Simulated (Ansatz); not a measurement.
The system is Fe.

```
CELL_PARAMETERS angstrom
0.00000 1.94174 1.96511
1.49844 0.00000 1.96511
1.49844 1.94174 0.00000
ATOMIC_POSITIONS crystal
Fe 0.00000 0.00000 0.00000
```

Alike in all runs: program Ansatz 0.2.0; functional PBE; potentials or basis Ansatz PAW; cutoff 420 eV (not typed: the program's choice for these potentials); k mesh 13 × 13 × 13; occupations fermi-dirac, width 0.05 eV.

The same cell was started in several ways:

| start | free energy over the lowest (meV/atom) | net moment (μB) | site or absolute moments (μB) | gap |
| --- | --- | --- | --- | --- |
| collinear spin, random start of up to 2.74 μB | 0.0 | -2.17 | Fe -2.22 | none (metal or under the smearing width) |
| collinear spin, ferromagnetic start of up to 3 μB | 0.0 | 2.17 | Fe +2.22 | none (metal or under the smearing width) |
| no spin polarisation | 460.7 | - | - | none (metal or under the smearing width) |

Allowing spin polarisation gains 461 meV/atom. A still lower state may exist.
